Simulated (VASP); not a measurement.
CdS:

```xyz
2
Lattice="0.0000 2.7532 2.7532 2.7532 0.0000 2.7532 2.7532 2.7532 0.0000" Properties=species:S:1:pos:R:3 pbc="T T T"
Cd    0.0000    0.0000    0.0000
S     2.7532    2.7532    2.7532
```

Measurements of this composition are mostly on another form, of space group No. 186.

- Program: VASP 6.6.1
- Task: relaxation of cell and atoms
- Functional: PBEsol
- Potentials or basis: VASP PAW PBE potentials, release 64 (Cd, S)
- Cutoff: 600 eV
- k mesh: 6 × 6 × 6
- Occupations: fermi-dirac, width 0.05 eV
- Spin: spin-orbit coupling, no magnetisation

At the start: pressure -4.0 GPa; volume 20.87 Å³/atom.

**Question.** How do energy, volume and symmetry change on relaxing?

**Answer.** Over 3 steps the energy falls by 14.5 meV/atom and the volume is 19.77 Å³/atom (-5.3 %); space group Fm-3m (No. 225, to 0.05 Å).

The path:
```
step  energy change (eV)  largest force (eV/Å)  pressure (GPa)  volume (Å³)
   1              0.0000                0.0000           -4.01        41.74
   2             -0.0236                0.0000            1.97        38.66
   3             -0.0290                0.0000            0.03        39.54
```

Final structure:
```
Cd S
1.0
     0.00000    2.70398    2.70398
     2.70398    0.00000    2.70398
     2.70398    2.70398    0.00000
Cd S
1 1
Direct
  0.00000 0.00000 0.00000
  0.50000 0.50000 0.50000
```

Caveat: the PAW data sets were made with another functional, which shifts forces and pressure a little.
